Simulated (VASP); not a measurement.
# Tl (P6_3/mmc) in VASP: reference runs, part 2 of 2

VASP 6.6.1. The steps go on from the part before.

### Step 6. Equation of state, PBE, 28.00 Å³/atom (volume scaled by 0.98)

INCAR

```
PREC = Accurate
ENCUT = 520
EDIFF = 1E-7
ISMEAR = -1
SIGMA = 0.05
LREAL = False
LASPH = True
NELM = 60
ALGO = Normal
ISIF = 2
LWAVE = False
LCHARG = False
GGA = PE
NBANDS = 20
```

KPOINTS

```
Automatic mesh
0
Gamma
  9 9 5
```

POSCAR

```
Tl
1.0
    3.4328046702      0.0000000000      0.0000000000
   -1.7164023351      2.9728960507      0.0000000000
    0.0000000000      0.0000000000      5.4879183458
Tl
2
Direct
    0.6666666667      0.3333333333      0.7500000000
    0.3333333333      0.6666666667      0.2500000000
```

Potentials or basis: VASP PAW PBE potentials, release 64 (Tl_d).

Command:

```bash
$ cat potpaw_PBE.64/Tl_d/POTCAR > POTCAR
$ mpirun -np 1 vasp_std > vasp.out
```

It took 19 s on 1 thread of AMD EPYC 9R45 (Zen 5), shared host; peak memory 0.15 GiB.

It converged, with:

```
Free energy            : -4.3552 eV
Pressure               : 4.3 GPa
Band gap on the k mesh : none (metal or under the smearing width)
```

### Step 7. Equation of state, PBE, 29.15 Å³/atom (volume scaled by 1.02)

INCAR

```
SYSTEM = Tl
PREC = Accurate ; ENCUT = 520
EDIFF = 1E-7 ; ISMEAR = -1
SIGMA = 0.05 ; LREAL = .False.
LASPH = .True. ; NELM = 60
ALGO = Normal ; ISIF = 2
LWAVE = .False. ; LCHARG = .False.
GGA = PE ; NBANDS = 20
```

KPOINTS

```
Automatic mesh
0
Gamma
  9 9 5
  0 0 0
```

POSCAR

```
Tl
1.0
    3.4788880842      0.0000000000      0.0000000000
   -1.7394440421      3.0128054579      0.0000000000
    0.0000000000      0.0000000000      5.5615904703
Tl
2
Direct
    0.6666666667      0.3333333333      0.7500000000
    0.3333333333      0.6666666667      0.2500000000
```

Potentials or basis: VASP PAW PBE potentials, release 64 (Tl_d).

Command:

```bash
$ cat potpaw_PBE.64/Tl_d/POTCAR > POTCAR
$ mpirun -np 1 vasp_std > vasp.out
```

OUTCAR:

```text
SYSTEM = Tl
   PREC = Accurate
   ENCUT = 520
   EDIFF = 1E-7
   ISMEAR = -1
   LREAL = .False.
   LASPH = .True.
   NELM = 60
   ISIF = 2
   GGA = PE

 ion  position               nearest neighbor table
   1  0.667  0.333  0.750-   2 3.43   2 3.43   2 3.43   2 3.43   2 3.43   2 3.43
   2  0.333  0.667  0.250-   1 3.43   1 3.43   1 3.43   1 3.43   1 3.43   1 3.43

  LATTYP: Found a hexagonal cell.
 ALAT       =     3.4788880842
 C/A-ratio  =     1.5986689815

  Lattice vectors:

 A1 = (   3.4788880842,   0.0000000000,   0.0000000000)
 A2 = (  -1.7394440421,   3.0128054579,   0.0000000000)
 A3 = (   0.0000000000,   0.0000000000,   5.5615904703)

Analysis of symmetry for initial positions (statically):
=====================================================================
 Subroutine PRICEL returns:
 Original cell was already a primitive cell.

 Routine SETGRP: Setting up the symmetry group for a
 hexagonal supercell.

 Subroutine GETGRP returns: Found 24 space group operations
 (whereof 12 operations were pure point group operations)
 out of a pool of 24 trial point group operations.

The static configuration has the point symmetry D_3d.
 The point group associated with its full space group is D_6h.

Analysis of symmetry for dynamics (positions and initial velocities):
=====================================================================
 Subroutine PRICEL returns:
 Original cell was already a primitive cell.

 Routine SETGRP: Setting up the symmetry group for a
 hexagonal supercell.

 Subroutine GETGRP returns: Found 24 space group operations
 (whereof 12 operations were pure point group operations)
 out of a pool of 24 trial point group operations.

The dynamic configuration has the point symmetry D_3d.
 The point group associated with its full space group is D_6h.

 Subroutine INISYM returns: Found 24 space group operations
 (whereof 12 operations are pure point group operations),
[... 121 lines left out ...]
   EFERMI =   0.00;   METHOD = LEGACY
   ISMEAR =    -1;   SIGMA  =   0.05  broadening in eV -4-tet -1-fermi 0-gaus
   EFERMI_NEDOS =   21; number of points for ismear=-14 and -15
   IALGO  =     38    algorithm
   IMIX   =      4    mixing-type and parameters
     AMIX     =   0.40;   BMIX     =  1.00
     AMIX_MAG =   1.60;   BMIX_MAG =  1.00
  volume/ion in A,a.u.               =      29.15       196.69
  Fermi-wavevector in a.u.,A,eV,Ry     =   1.250823  2.363712 21.287097  1.564557
  Thomas-Fermi vector in A             =   2.384799
   LORBIT       =      0    0 simple, 1 ext, 2 COOP (PROOUT), +10 PAW based schemes
   GGA     = PE    functional components
   LHFCALC =     F    Hartree Fock is set to
   AEXX    =    0.0000 exact exchange contribution
   IVDW    =     0    specifies the selected vdW correction
   LEPSILON=     F    determine dielectric tensor
   LRPA    =     F    only Hartree local field effects (RPA)
 non-spin polarized calculation
  energy-cutoff  :      520.00
  volume of cell :       58.29
 maximum number of plane-waves:      1584
 NGX is ok and might be reduce to    28
   NGX = 13   NGY = 13   NGZ = 21

 number of electron      26.0000002 magnetization

 Free energy of the ion-electron system (eV)
  ---------------------------------------------------
  ext. energy  EPLUGINS =         0.00000000
  ---------------------------------------------------
  free energy    TOTEN  =        -4.40464098 eV

  energy without entropy =       -4.39026277  energy(sigma->0) =       -4.39745188

 E-fermi :   6.3550     XC(G=0): -10.0948

 val. band max:        6.3376682003   @ k =   0.2222   0.2222   0.4000
 cond. band min:       6.3877209700   @ k =   0.2222   0.1111   0.2000
 fundamental gap:      0.0500527697
 Fermi energy:         6.3549722969

 k-point     1 :       0.0000    0.0000    0.0000
  band No.  band energies     occupation
      1      -5.3879      2.00000
      2      -5.1764      2.00000
      3      -5.1605      2.00000
      4      -5.1605      2.00000
      5      -5.1100      2.00000
      6      -5.1100      2.00000
[... 817 lines left out ...]
     19      15.9873      0.00000
     20      18.4835      0.00000

------------------------ aborting loop because EDIFF is reached ----------------------------------------

  FORCE on cell =-STRESS in cart. coord.  units (eV):
  Direction    XX          YY          ZZ          XY          YZ          ZX
  --------------------------------------------------------------------------------------
  -------------------------------------------------------------------------------------
  Total        0.7786108      0.7786108      1.2173567      0.0000000     -0.0000000      0.0000000
  in kB       21.4003289     21.4003289     33.4593782      0.0000000     -0.0000000      0.0000000
  external PRESSURE =      25.4200120 kB  Pullay stress =       0.0000000 kB

 VOLUME and BASIS-vectors are now :
 -----------------------------------------------------------------------------
  energy-cutoff  :      520.00
  volume of cell :       58.29
      direct lattice vectors                 reciprocal lattice vectors
     3.478888084  0.000000000  0.000000000     0.287448166  0.165958276  0.000000000
    -1.739444042  3.012805458  0.000000000     0.000000000  0.331916552  0.000000000
     0.000000000  0.000000000  5.561590470     0.000000000  0.000000000  0.179804681

 POSITION                                       TOTAL-FORCE (eV/Angst)
 -----------------------------------------------------------------------------------
      1.73944      1.00427      4.17119         0.000000      0.000000      0.000000
     -0.00000      2.00854      1.39040        -0.000000      0.000000      0.000000
 -----------------------------------------------------------------------------------
    total drift:                               -0.000000      0.000000      0.000000

  FREE ENERGIE OF THE ION-ELECTRON SYSTEM (eV)
  ---------------------------------------------------
  free  energy   TOTEN  =        -4.4046409839 eV

  energy  without entropy=       -4.3902627735  energy(sigma->0) =       -4.39745188
```

OSZICAR:

```text
N       E                     dE             d eps       ncg     rms          rms(c)
DAV:   1     0.133160108213E+03    0.13316E+03   -0.14125E+04  1440   0.122E+03
DAV:   2    -0.180766629263E+01   -0.13497E+03   -0.13220E+03  1588   0.277E+02
DAV:   3    -0.443878331547E+01   -0.26311E+01   -0.26237E+01  1704   0.340E+01
DAV:   4    -0.445500702394E+01   -0.16224E-01   -0.16223E-01  1536   0.289E+00
DAV:   5    -0.445523496191E+01   -0.22794E-03   -0.22794E-03  1592   0.338E-01    0.292E+00
DAV:   6    -0.441259042006E+01    0.42645E-01   -0.72459E-02  1536   0.208E+00    0.206E+00
DAV:   7    -0.440521607752E+01    0.73743E-02   -0.32694E-02  1556   0.139E+00    0.689E-01
DAV:   8    -0.440462895610E+01    0.58712E-03   -0.27998E-03  1540   0.392E-01    0.364E-02
DAV:   9    -0.440463563978E+01   -0.66837E-05   -0.20087E-05  1592   0.372E-02    0.151E-02
DAV:  10    -0.440464073759E+01   -0.50978E-05   -0.46652E-06  1580   0.171E-02    0.127E-03
DAV:  11    -0.440464095621E+01   -0.21862E-06   -0.30021E-07  1288   0.372E-03    0.701E-04
DAV:  12    -0.440464098393E+01   -0.27725E-07   -0.37651E-08   788   0.151E-03
   1 F= -.44046410E+01 E0= -.43974519E+01  d E =-.143782E-01
```

stdout:

```text
POSCAR found type information on POSCAR Tl
 POSCAR found :  1 types and       2 ions
 scaLAPACK will be used
 LDA part: xc-table for (Slater+PW92), standard interpolation
 POSCAR, INCAR and KPOINTS ok, starting setup
 FFT: planning ... GRIDC
 FFT: planning ... GRID_SOFT
 FFT: planning ... GRID
 WAVECAR not read
 entering main loop
```

Wall time 19 s (1 thread of AMD EPYC 9R45 (Zen 5), shared host); peak memory 0.15 GiB.

Results:

| Item | Value |
| --- | --- |
| Free energy | -4.4046 eV |
| Pressure | 2.5 GPa |
| Band gap on the k mesh | none (metal or under the smearing width) |

### Step 8. Equation of state, PBE, 29.72 Å³/atom (volume scaled by 1.04)

INCAR

```
PREC = Accurate
ENCUT = 520
EDIFF = 1E-7
ISMEAR = -1
SIGMA = 0.05
LREAL = False
LASPH = True
NELM = 100
ALGO = Normal
ISIF = 2
LWAVE = False
LCHARG = False
GGA = PE
NBANDS = 20
```

KPOINTS

```
regular mesh
0
Gamma
  9 9 5
```

POSCAR

```
Tl
1.0
    3.5014788996      0.0000000000      0.0000000000
   -1.7507394498      3.0323696779      0.0000000000
    0.0000000000      0.0000000000      5.5977057061
Tl
2
Direct
    0.6666666667      0.3333333333      0.7500000000
    0.3333333333      0.6666666667      0.2500000000
```

Command:

```bash
$ cat potpaw_PBE.64/Tl_d/POTCAR > POTCAR
$ mpirun -np 1 vasp_std > vasp.out
```

Wall time 18 s (1 thread of AMD EPYC 9R45 (Zen 5), shared host); peak memory 0.15 GiB.

It converged, with:

```
Free energy            : -4.4207 eV
Pressure               : 1.8 GPa
Band gap on the k mesh : none (metal or under the smearing width)
```

### Step 9. Equation of state, PBE, 30.29 Å³/atom (volume scaled by 1.06)

INCAR

```
SYSTEM = Tl
PREC = Accurate ; ENCUT = 520
EDIFF = 1E-7 ; ISMEAR = -1
SIGMA = 0.05 ; LREAL = .False.
LASPH = .True. ; NELM = 100
ALGO = Normal ; ISIF = 2
LWAVE = .False. ; LCHARG = .False.
GGA = PE ; NBANDS = 20
```

KPOINTS

```
regular mesh
0
Gamma
  9 9 5
  0 0 0
```

POSCAR

```
Tl
1.0
    3.5237819143      0.0000000000      0.0000000000
   -1.7618909571      3.0516846552      0.0000000000
    0.0000000000      0.0000000000      5.6333608439
Tl
2
Direct
    0.6666666667      0.3333333333      0.7500000000
    0.3333333333      0.6666666667      0.2500000000
```

Potentials or basis: VASP PAW PBE potentials, release 64 (Tl_d).

Command:

```bash
$ cat potpaw_PBE.64/Tl_d/POTCAR > POTCAR
$ mpirun -np 1 vasp_std > vasp.out
```

Run time: 18 s. Hardware: 1 thread of AMD EPYC 9R45 (Zen 5), shared host; peak memory 0.15 GiB.

The run converged. Its results:

```yaml
Free_energy: -4.4318 eV
Pressure: 1.2 GPa
Band_gap_on_the_k_mesh: none (metal or under the smearing width)
```

### Step 10. Equation of state, PBE

Potentials or basis: VASP PAW PBE potentials, release 64 (Tl_d).

No new run: the results of the series are fitted here.

Results:

```yaml
Equilibrium_volume: "31.59 Å³/atom (rough: see the caveat)"
Bulk_modulus_at_fixed_shape_and_positions: 26 GPa (rough)
```

Energy against volume, from the lowest point:
```csv
volume (Å³/atom),energy (meV/atom)
26.860,77.11
27.432,55.76
28.003,38.32
28.575,24.40
29.146,13.60
29.718,5.55
30.289,0.00
```

Caveat: the minimum lies outside the volumes run; the cell was scaled at fixed shape and fractional positions, which overstates the stiffness of a crystal with free parameters, most of all of layers and chains. The run has no spin-orbit coupling, so splittings on Tl are missing.

### Step 11. Overview

```csv
task,cell,gap on the mesh (eV),pressure (GPa)
single point,as given,none,3.4
single point,"atoms moved at random, drawn with an rms of 0.05 Å",none,3.4
equation of state,as given,-,-
```

Alike in all rows: level PBE; potentials or basis VASP PAW PBE potentials, release 64 (Tl_d); no spin polarisation; k mesh 9 × 9 × 5; cutoff (eV) 520; smearing fermi-dirac 0.05 eV.

Caveats: the minimum lies outside the volumes run (some runs); the cell was scaled at fixed shape and fractional positions, which overstates the stiffness of a crystal with free parameters, most of all of layers and chains (some runs).

Absolute energies hang on the potentials; compare differences alone.
